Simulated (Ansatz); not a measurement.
Method: Ansatz 0.2.0, DFT PBE, scalar-relativistic, plane waves, PAW. Settings: cutoff 420 eV, Γ-centred meshes spaced at most about 0.3 Å⁻¹, and about 0.25 Å⁻¹ or finer for metals (2π included), Gaussian smearing. No spin polarisation.

These are static total energies at zero pressure.

Two forms of Li₂H were relaxed alike.

1. Space group P-6m2 (No. 187), hexagonal, a = 2.798 Å, c = 5.210 Å. Li has 3 H at 2.04 Å, 1 Li at 2.50 Å and 7 Li at 2.71–2.80 Å; around H lie 6 Li at 2.04 Å.

2. Space group Cmmm (No. 65), orthorhombic, a = 2.732 Å, b = 5.462 Å, c = 5.323 Å. Li has 2 H at 1.86 Å, 1 Li at 2.53 Å and 3 Li at 2.73–2.79 Å; H has 4 Li at 1.86 Å.

Question: Which is lower in energy, and by how much?

Answer: Cell 1 is lower, by 22 meV/atom. Cell 1 has space group P-6m2 (No. 187), 11.8 Å³/atom and no gap on its mesh; cell 2 has space group Cmmm (No. 65), 13.2 Å³/atom and no gap. Counting H atoms around Li (those within 1.25 times the shortest such distance or 1.15 times the sum of covalent radii), cell 1 has Li 3 and cell 2 has Li 2. The denser one is the lower, and pressure would at first widen the difference. Both come from invented guesses. Shaken at random and relaxed again, cell 1 falls into a cell with the anti-3R molybdenite type, space group R3m (No. 160), 16 meV/atom lower, so it is a saddle point or a shallow minimum. The lowest form computed isn't among them: it has the anti-cadmium iodide type, space group P-3m1 (No. 164), 11.6 Å³/atom and lies 53 meV/atom below the best shown.

The k mesh leaves some 4 meV/atom of noise in the energy of each metallic cell. With hydrogen, zero-point motion can shift such differences by 10 meV/atom or more. Cells without such a test can be saddle points. Some structure types and database cells were kept out of the candidates from the start, so a known form may be missing.
